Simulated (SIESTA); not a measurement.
**Al: relaxation of cell and atoms with PBEsol**

The system is Al.

```
Al
1.0
    -1.59122    1.59122    1.59122
     1.59122   -1.59122    1.59122
     1.59122    1.59122   -1.59122
Al
1
Direct
  0.00000 0.00000 0.00000
```

This isn't the form of Al at room conditions, which is fcc.

```
Program             : SIESTA 5.4.2
Task                : relaxation of cell and atoms
Functional          : PBEsol
Potentials or basis : PseudoDojo 0.4 standard (PBEsol files)
Basis               : DZP (energy shift 0.003 Ry)
Grid cutoff         : 500 Ry
Energy shift        : 0.003 Ry
k mesh              : 12 × 12 × 12
Occupations         : fermi-dirac, width 0.05 eV
Spin                : no spin polarisation
optimiser           : Broyden
force tolerance     : 0.02 eV/Å
```

* Relaxed volume: 16.63 Å³/atom
* Relaxed cell: a = 2.785 Å, b = 2.785 Å, c = 2.785 Å, α = 109.47°, β = 109.47°, γ = 109.47°
* Space group after relaxing (to 0.05 Å): Im-3m (No. 229)
* Energy gained by relaxing: 4.1 meV/atom
* Ionic steps: 4
* Pressure after relaxing: 0.0 GPa
* Band gap on the k mesh: none (metal or under the smearing width)

The path:
| step | energy change (eV) | largest force (eV/Å) | pressure (GPa) | volume (Å³) |
| --- | --- | --- | --- | --- |
| 1 | 0.0000 | 0.0000 | 2.59 | 16.12 |
| 2 | -0.0002 | 0.0000 | 2.53 | 16.13 |
| 3 | -0.0040 | 0.0000 | 0.21 | 16.58 |
| 4 | -0.0041 | 0.0000 | -0.03 | 16.63 |

Final structure:
```
Al
1.0
    -1.60812    1.60812    1.60812
     1.60812   -1.60812    1.60812
     1.60812    1.60812   -1.60812
Al
1
Direct
  0.00000 0.00000 0.00000
```

Run time: 110 s on 1 thread of Arm Neoverse V1, on a shared host, peak memory 0.22 GiB.

Caveat: the basis of atomic orbitals isn't converged, which shifts pressures, moduli and gaps.
